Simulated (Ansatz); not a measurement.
A run of Ansatz 0.2.0 is set up as follows.

File input.yaml:

```yaml
crystal:
  lattice:
    - [4.2611695877, 0.0, 0.0]
    - [-2.1305847939, 3.6902811128, 0.0]
    - [0.0, 0.0, 5.80417294]
  atoms:
    - { symbol: Cd, position: [0.0, 0.0, 0.44269192] }
    - { symbol: S, position: [0.6666666667, 0.3333333333, 0.43430808] }
hamiltonian:
  xc: pbe
  pseudopotentials: { kind: paw }
kpoints:
  mp_grid: { grid: [7, 7, 5] }
scf:
  occupations: { method: gaussian, width: 0.017 }
output:
  forces: true
  stress: true
  eigenvalues: true
  write_density: true
  write_potential: true
  elf: true
  volumetric_format: npy
```

Potentials or basis: Ansatz PAW.

The run is started by

```sh
$ ansatz run input.yaml --threads 2 --pin off --max-ram 5632MiB --backend cpu --events-out ev --progress --plain --runs-dir out
```

**Question.** What does it give for the largest force?

**Answer.** 0.005 eV/Å.

**Question.** Predict the pressure.

**Answer.** -0.2 GPa.

Forces in eV/Å, atoms in the order of the input:
```
Cd   0.000  0.000 -0.005
S    0.000  0.000  0.005
```

Caveat: odd divisions of the mesh miss points on the zone boundary, where band edges often lie, so the gap on the mesh can be too wide.
